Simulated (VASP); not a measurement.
# Fe (Fmmm) in VASP: further runs

The runs below take Fe through single point, with PBEsol.

Everything below comes from runs of VASP 6.6.1. Logs are shortened: lines on timing, memory, paths and dates and some standing lists are left out, and cuts for length are marked.

## 1. The crystal as given

It takes space group Fmmm (No. 69, orthorhombic). Conventional cell: a = 2.997 Å, b = 3.883 Å, c = 3.930 Å, α = 90.00°, β = 90.00°, γ = 90.00°. Fe (site symmetry mmm) has 12 Fe at 2.45 to 2.76 Å as nearest neighbours.

## 2. Single point, PBEsol, collinear spin, ferromagnetic start

The input, INCAR:

```
  PREC = Accurate
  ENCUT = 300
  EDIFF = 1E-6
  ISMEAR = 1
  SIGMA = 0.1
  LREAL = False
  LASPH = True
  NELM = 100
  ALGO = Normal
  ISIF = 2
  LWAVE = False
  LCHARG = False
  ISPIN = 2
  MAGMOM = 3
  LORBIT = 11
  LMAXMIX = 4
  GGA = PS
  NBANDS = 14
  ADDGRID = False
```

The input, KPOINTS:

```
Automatic mesh
0
Gamma
  6 6 6
```

The input, POSCAR:

```
Fe
1.0
    0.0000000000      1.9417396906      1.9651051623
    1.4984397099      0.0000000000      1.9651051623
    1.4984397099      1.9417396906      0.0000000000
Fe
1
Direct
    0.0000000000      0.0000000000      0.0000000000
```

Potentials or basis: VASP PAW PBE potentials, release 64 (Fe).

Launch:

```console
> cat potpaw_PBE.64/Fe/POTCAR > POTCAR
> mpirun -np 1 vasp_std > vasp.out
```

OUTCAR:

```text
PREC = Accurate
   ENCUT = 300
   EDIFF = 1E-6
   ISMEAR = 1
   LREAL = False
   LASPH = True
   NELM = 100
   ISIF = 2
   ISPIN = 2
   LORBIT = 11
   GGA = PS

 Found     46 irreducible k-points:

 Following reciprocal coordinates:
            Coordinates               Weight
  0.000000  0.000000  0.000000      1.000000
  0.166667 -0.000000 -0.000000      8.000000
  0.333333 -0.000000  0.000000      8.000000
  0.500000 -0.000000 -0.000000      4.000000
  0.166667  0.166667  0.000000      2.000000
  0.333333  0.166667  0.000000      8.000000
   k-points           NKPTS =     46   k-points in BZ     NKDIM =     46   number of bands    NBANDS=     14
   number of dos      NEDOS =    301   number of ions     NIONS =      1
   total plane-waves  NPLWV =   3136
   dimension x,y,z NGX =    16 NGY =   14 NGZ =   14
   dimension x,y,z NGXF=    32 NGYF=   28 NGZF=   28
   ions per type =               1
   NGX,Y,Z   is equivalent  to a cutoff of   9.63,  9.42,  9.49 a.u.
   NGXF,Y,Z  is equivalent  to a cutoff of  19.26, 18.84, 18.98 a.u.
 SYSTEM =  unknown system
   PREC   = accura    normal or accurate (medium, high low for compatibility)
   ISTART =      0    job   : 0-new  1-cont  2-samecut
   ICHARG =      2    charge: 1-file 2-atom 10-const
   ISPIN  =      2    spin polarized calculation?
   LNONCOLLINEAR =      F non collinear calculations
   LSORBIT =      F    spin-orbit coupling
   LASPH  =      T    aspherical Exc in radial PAW
   ENCUT  =  300.0 eV  22.05 Ry    4.70 a.u.   3.90  3.49  3.46*2*pi/ulx,y,z
   NELM   =    100;   NELMIN=  2; NELMDL= -5     # of ELM steps
   EDIFF  = 0.1E-05   stopping-criterion for ELM
   LREAL  =      F    real-space projection
   EDIFFG = 0.1E-04   stopping-criterion for IOM
   NSW    =      0    number of steps for IOM
   IBRION =     -1    ionic relax: 0-MD 1-quasi-New 2-CG
   NFREE  =      0    steps in history (QN), initial steepest desc. (CG)
   ISIF   =      2    stress and relaxation
   ISYM   =      2    0-nonsym 1-usesym 2-fastsym
   POTIM  = 0.5000    time-step for ionic-motion
   TEBEG  =    0.0;   TEEND  =   0.0 temperature during run
   PSTRESS=    0.0 pullay stress
   NELECT =       8.0000    total number of electrons
   NUPDOWN=      -1.0000    fix difference up-down
   EMIN   =  10.00;   EMAX   =-10.00  energy-range for DOS
   EFERMI =   0.00;   METHOD = LEGACY
   ISMEAR =     1;   SIGMA  =   0.10  broadening in eV -4-tet -1-fermi 0-gaus
   EFERMI_NEDOS =   21; number of points for ismear=-14 and -15
   IALGO  =     38    algorithm
   IMIX   =      4    mixing-type and parameters
     AMIX     =   0.40;   BMIX     =  1.00
     AMIX_MAG =   1.60;   BMIX_MAG =  1.00
  volume/ion in A,a.u.               =      11.44        77.17
  Fermi-wavevector in a.u.,A,eV,Ry     =   1.453303  2.746344 28.736719  2.112089
  Thomas-Fermi vector in A             =   2.570585
   LORBIT       =     11    0 simple, 1 ext, 2 COOP (PROOUT), +10 PAW based schemes
   GGA     = PS    functional components
   LHFCALC =     F    Hartree Fock is set to
   AEXX    =    0.0000 exact exchange contribution
   IVDW    =     0    specifies the selected vdW correction
   LEPSILON=     F    determine dielectric tensor
   LRPA    =     F    only Hartree local field effects (RPA)
 spin polarized calculation
 Methfessel and Paxton  Order N= 1 SIGMA  =   0.10
  energy-cutoff  :      300.00
  volume of cell :       11.44
 maximum number of plane-waves:       144
   NGX =  7   NGY =  7   NGZ =  7

 number of electron       7.9999994 magnetization       2.2580853

 Free energy of the ion-electron system (eV)
  ---------------------------------------------------
  ext. energy  EPLUGINS =         0.00000000
  ---------------------------------------------------
  free energy    TOTEN  =        -8.92052160 eV

  energy without entropy =       -8.92039567  energy(sigma->0) =       -8.92047962

 E-fermi :   5.5707     XC(G=0): -13.2370

 val. band max:        5.5401077119   @ k =  -0.1667   0.1667   0.1667
 cond. band min:       5.5977199804   @ k =   0.3333   0.1667   0.1667
 fundamental gap:      0.0576122685
 Fermi energy:         5.5706529281

 spin component 1

 k-point     1 :       0.0000    0.0000    0.0000
  band No.  band energies     occupation
      1      -2.8902      1.00000
      2       3.1570      1.00000
      3       3.2494      1.00000
      4       3.5990      1.00000
      5       4.3309      1.00000
      6       4.7297      1.00000
      7      29.3790      0.00000
      8      30.8562      0.00000
      9      31.1201      0.00000
     10      35.1026      0.00000
     11      36.1544      0.00000
     12      36.3598      0.00000
     13      36.9188      0.00000
     14      37.0113      0.00000

 k-point     2 :       0.1667   -0.0000   -0.0000
  band No.  band energies     occupation
      1      -1.8172      1.00000
      2       3.1105      1.00000
      3       3.1655      1.00000
      4       3.9816      1.00000
      5       4.2221      1.00000
      6       4.6497      1.00000
      7      24.7367      0.00000
      8      28.6944      0.00000
      9      30.2702      0.00000
     10      33.0410      0.00000
     11      33.4532      0.00000
     12      34.6206      0.00000
     13      37.9980      0.00000
     14      40.6139      0.00000

 k-point     3 :       0.3333   -0.0000    0.0000
  band No.  band energies     occupation
      1       0.3138      1.00000
      2       2.6615      1.00000
      3       3.5333      1.00000
      4       4.3053      1.00000
      5       4.7331      1.00000
      6       5.2134      1.00000
      7      17.1526      0.00000
      8      25.6860      0.00000
      9      28.2438      0.00000
     10      29.9321      0.00000
     11      32.9827      0.00000
     12      37.1342      0.00000
     13      39.8128      0.00000
     14      47.0868      0.00000

 k-point     4 :       0.5000   -0.0000   -0.0000
  band No.  band energies     occupation
      1       0.7018      1.00000
      2       2.4299      1.00000
      3       4.2709      1.00000
      4       4.8712      1.00000
      5       5.8325     -0.00067
      6       5.9326     -0.00000
      7      12.6128      0.00000
      8      24.4361      0.00000
      9      26.5478      0.00000
     10      29.5800      0.00000
     11      33.1914      0.00000
     12      37.8838      0.00000
     13      42.7558      0.00000
     14      45.5431      0.00000

 k-point     5 :       0.1667    0.1667    0.0000
  band No.  band energies     occupation
      1      -1.7464      1.00000
      2       2.8155      1.00000
      3       3.4121      1.00000
      4       3.8453      1.00000
      5       4.4626      1.00000
      6       4.6140      1.00000
      7      25.9322      0.00000
      8      28.1249      0.00000
      9      28.7910      0.00000
     10      30.7115      0.00000
     11      33.6432      0.00000
     12      36.3219      0.00000
     13      39.9455      0.00000
     14      39.9813      0.00000

 k-point     6 :       0.3333    0.1667    0.0000
  band No.  band energies     occupation
      1       0.0610      1.00000
      2       2.6151      1.00000
      3       2.8714      1.00000
      4       4.2948      1.00000
      5       4.8778      1.00000
      6       5.1365      1.00000
      7      21.0145      0.00000
      8      22.7603      0.00000
      9      27.1190      0.00000
     10      30.5703      0.00000
     11      35.1805      0.00000
     12      37.1557      0.00000
     13      40.5826      0.00000
     14      43.9816      0.00000

 [... further k-points ...]

 spin component 2

 k-point     1 :       0.0000    0.0000    0.0000
  band No.  band energies     occupation
      1      -2.6162      1.00000
      2       5.0984      1.00000
      3       5.2270      1.00001
      4       5.7016     -0.03448
      5       6.9034     -0.00000
      6       7.5086     -0.00000
      7      29.2689      0.00000
      8      30.7946      0.00000
      9      31.0889      0.00000
     10      35.5253      0.00000
     11      36.3130      0.00000
     12      37.3966      0.00000
     13      37.6729      0.00000
     14      37.7696      0.00000

 k-point     2 :       0.1667   -0.0000   -0.0000
  band No.  band energies     occupation
      1      -1.5294      1.00000
      2       5.0329      1.00000
      3       5.1137      1.00000
      4       6.0848     -0.00000
      5       6.7383     -0.00000
      6       7.4026     -0.00000
      7      25.2646      0.00000
      8      28.7907      0.00000
      9      30.5500      0.00000
     10      33.8337      0.00000
     11      34.0581      0.00000
     12      35.0668      0.00000
     13      38.3908      0.00000
     14      41.2113      0.00000

 k-point     3 :       0.3333   -0.0000    0.0000
  band No.  band energies     occupation
      1       0.9830      1.00000
      2       4.5504      1.00000
      3       4.8910      1.00000
      4       6.7708     -0.00000
      5       7.4267     -0.00000
      6       7.4494     -0.00000
      7      18.1262      0.00000
      8      25.8363      0.00000
      9      28.9588      0.00000
     10      30.4764      0.00000
     11      33.6693      0.00000
     12      37.5630      0.00000
     13      40.0682      0.00000
     14      47.5042      0.00000

 k-point     4 :       0.5000   -0.0000   -0.0000
  band No.  band energies     occupation
      1       2.0130      1.00000
      2       4.2808      1.00000
      3       6.0542     -0.00000
      4       6.8058     -0.00000
      5       7.5621     -0.00000
      6       8.2578      0.00000
      7      14.0703      0.00000
      8      24.5546      0.00000
      9      27.1759      0.00000
     10      30.2133      0.00000
     11      33.9627      0.00000
     12      38.1172      0.00000
     13      43.0777      0.00000
     14      46.3634      0.00000

 k-point     5 :       0.1667    0.1667    0.0000
  band No.  band energies     occupation
      1      -1.4563      1.00000
      2       4.6891      1.00000
      3       5.4505      1.03537
      4       5.8776     -0.00006
      5       7.0548     -0.00000
      6       7.3144     -0.00000
      7      26.3525      0.00000
      8      28.4206      0.00000
      9      29.0114      0.00000
     10      31.5798      0.00000
     11      34.4282      0.00000
     12      36.5109      0.00000
     13      40.2447      0.00000
     14      40.4789      0.00000

 k-point     6 :       0.3333    0.1667    0.0000
  band No.  band energies     occupation
      1       0.4832      1.00000
      2       4.3885      1.00000
      3       4.7710      1.00000
      4       6.7904     -0.00000
      5       7.2334     -0.00000
      6       7.5752      0.00000
      7      21.7378      0.00000
      8      23.4053      0.00000
      9      27.7873      0.00000
     10      30.8516      0.00000
     11      35.5933      0.00000
     12      37.7118      0.00000
     13      41.1679      0.00000
     14      44.3335      0.00000

 [... further k-points ...]

------------------------ aborting loop because EDIFF is reached ----------------------------------------

  FORCE on cell =-STRESS in cart. coord.  units (eV):
  Direction    XX          YY          ZZ          XY          YZ          ZX
  --------------------------------------------------------------------------------------
  -------------------------------------------------------------------------------------
  Total       -1.1724938     -0.3418600     -0.5466739     -0.0000000      0.0000000      0.0000000
  in kB     -164.2763559    -47.8974995    -76.5936688     -0.0000000      0.0000000      0.0000000
  external PRESSURE =     -96.2558414 kB  Pullay stress =       0.0000000 kB

 VOLUME and BASIS-vectors are now :
 -----------------------------------------------------------------------------
  energy-cutoff  :      300.00
  volume of cell :       11.44
      direct lattice vectors                 reciprocal lattice vectors
     0.000000000  1.941739691  1.965105162    -0.333680426  0.257501045  0.254439309
     1.498439710  0.000000000  1.965105162     0.333680426 -0.257501045  0.254439309
     1.498439710  1.941739691  0.000000000     0.333680426  0.257501045 -0.254439309

 POSITION                                       TOTAL-FORCE (eV/Angst)
 -----------------------------------------------------------------------------------
      0.00000      0.00000      0.00000        -0.000000      0.000000      0.000000
 -----------------------------------------------------------------------------------
    total drift:                               -0.000000     -0.000000     -0.000000

  FREE ENERGIE OF THE ION-ELECTRON SYSTEM (eV)
  ---------------------------------------------------
  free  energy   TOTEN  =        -8.9205216014 eV

  energy  without entropy=       -8.9203956683  energy(sigma->0) =       -8.92047962

 total charge

# of ion       s       p       d       tot
------------------------------------------
    1        0.491   0.533   6.231   7.255

 magnetization (x)

# of ion       s       p       d       tot
------------------------------------------
    1       -0.013  -0.047   2.307   2.247
```

Run time: 4.4 s. Hardware: 1 thread of Intel Xeon 6975P-C (Granite Rapids), shared host; peak memory 0.11 GiB.

These settings aren't checked as converged: the numbers below hold their error.

What came out:

```yaml
Free_energy: -8.9205 eV
Band_gap_on_the_k_mesh: none (metal or under the smearing width)
Net_moment: 2.26 μB per cell
Site_moments: Fe +2.25 μB
Valence_electrons_inside_the_program's_atomic_spheres: Fe 7.25
```

Caveat: the k mesh is coarse (spacing up to 0.52 Å⁻¹), so the values aren't converged; the cutoff is under 1.25 times the usual one of these potentials, so pressure, stress and relaxed cells hold a basis-set (Pulay) error; the PAW data sets were made with another functional, which shifts forces and pressure a little.

[end of part 1 of 2]
